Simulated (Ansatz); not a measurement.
# Is this SiC2 structure a true minimum?

It was reached by relaxing an invented guess, and it needn't be the stable form of this composition.

These are results of DFT PBE, scalar-relativistic, plane waves, PAW (Ansatz 0.2.0), not measurements. Plane waves to 420 eV, a k mesh through Γ of 18×18×4 on the computed 6-atom cell and Gaussian smearing (0.10 eV); no spin polarisation.

The cell below (6 atoms, space group P6_3/mmc (No. 194)) is relaxed within its symmetry.

```
CELL_PARAMETERS angstrom
2.54552 0.00000 0.00000
-1.27276 2.20449 0.00000
0.00000 0.00000 8.99973
ATOMIC_POSITIONS crystal
Si 0.33333 0.66667 0.75000
Si 0.66667 0.33333 0.25000
C 0.33333 0.66667 0.97650
C 0.33333 0.66667 0.52350
C 0.66667 0.33333 0.47650
C 0.66667 0.33333 0.02350
```

For the test a repeat of it with 12 atoms (edges 2.55, 4.41, 9.00 Å) was strained at random (σ = 1.5 % a component), the atoms were moved at random (σ = 0.05 Å), and all was relaxed again on a coarse 8×6×4 mesh (in the run’s order of axes) with 0.20 eV smearing, with no symmetry imposed.

Q: Is the structure stable against such a distortion?

A: It returns, within 1 meV/atom of the unmoved cell on that mesh and with the same symmetry when read at 0.1 Å (Cmcm at 0.01 Å, so small strains and shifts remain). No instability shows in this cell; modes of other wave vectors, which need another repeat, aren't tested. Another cell of SiC2 relaxed alike, in P6/mmm, lies 34 meV/atom lower, so this cell isn't the stable form at this level.
